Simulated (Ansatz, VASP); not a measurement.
# RbBr: VASP beside Ansatz

```
Rb Br
1.0
     0.00000    3.46093    3.46093
     3.46093    0.00000    3.46093
     3.46093    3.46093    0.00000
Rb Br
1 1
Direct
  0.50000 0.50000 0.50000
  0.00000 0.00000 0.00000
```

Alike in both runs: task single point; functional PBE; k mesh 8 × 8 × 8; occupations gaussian, width 0.05 eV; no spin polarisation.

```csv
,VASP,Ansatz
version,VASP 6.6.1,Ansatz 0.2.0
potentials or method,"VASP PAW PBE potentials, release 64 (Rb_sv, Br)","scalar-relativistic, plane waves, PAW"
plane-wave cutoff (eV),520,420
valence electrons in the cell,16,16
```

```tsv
	VASP	Ansatz	Ansatz less VASP
gap on the k mesh at the Fermi level (eV)	4.29	4.29	+0.002
least direct gap on the mesh (eV)	4.29	4.29	+0.002
pressure (GPa)	0.6	0.5	-0.02
```

A k mesh can miss the band edges. A hybrid or GW would open this gap; PBE tends to underestimate it.
